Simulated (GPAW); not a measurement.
Input of a GPAW 26.7.0 run:

The input run.py:

```python
import numpy as np
from ase.dft.bandgap import bandgap
from ase.io import read, write
from gpaw import GPAW, PW

atoms = read('POSCAR')
atoms.pbc = (True, True, False)

calc = GPAW(mode=PW(450),
            xc='RPBE',
            kpts={'size': (8, 8, 1), 'gamma': True},
            occupations={'name': 'fermi-dirac', 'width': 0.05},
            nbands=32,
            convergence={'density': 1e-05, 'energy': 1e-05},
            maxiter=150,
            poissonsolver={'dipolelayer': 'xy'},
            txt='gpaw.txt')
atoms.calc = calc
energy = atoms.get_potential_energy()
forces = atoms.get_forces()
calc.write('gs.gpw')
write('result.traj', atoms)
print(f'Energy: {energy:.6f} eV')
print('Forces (eV/A):')
print(forces.round(4))
print('Fermi level:', round(calc.get_fermi_level(), 4), 'eV')
print(f'Gap: {bandgap(calc)[0]:.4f} eV, direct: {bandgap(calc, direct=True)[0]:.4f} eV')

v = calc.get_electrostatic_potential().mean(axis=(0, 1))
z = np.arange(len(v)) * atoms.cell[2, 2] / len(v)
ef = calc.get_fermi_level()
np.savetxt('planar.dat', np.c_[z, v], fmt='%.4f')
below, above = np.interp([1.5, atoms.cell[2, 2] - 1.5], z, v) - ef
print(f'Work functions: bottom {below:.4f} eV, top {above:.4f} eV')
print('Dipole moment:', *calc.get_dipole_moment().round(5), 'e A')
```

Contents of POSCAR:

```
Si
1.0
    3.8313174605      0.0000000000      0.0000000000
   -1.9156587302      3.3180182508      0.0000000000
    0.0000000000      0.0000000000     25.2969640000
Si
8
Direct
    0.6666666700      0.3333333400      0.2964782651
    0.3333333300      0.6666666600      0.3280247658
    0.3333333300      0.6666666600      0.4216439174
    0.6666666700      0.3333333400      0.4531904181
    0.6666666700      0.3333333400      0.5468095697
    0.3333333300      0.6666666600      0.5783560704
    0.3333333300      0.6666666600      0.6719752220
    0.6666666700      0.3333333400      0.7035217227
```

Potentials or basis: the program's PAW data sets (release 1.2.1) made for this functional, pw.

Launch:

```sh
$ OMP_NUM_THREADS=1 python run.py
```

(1) Predict the work function of the lower face.

(2) Predict the band gap on the k mesh.

Answers

(1) 4.77 eV.

(2) none (metal or under the smearing width).
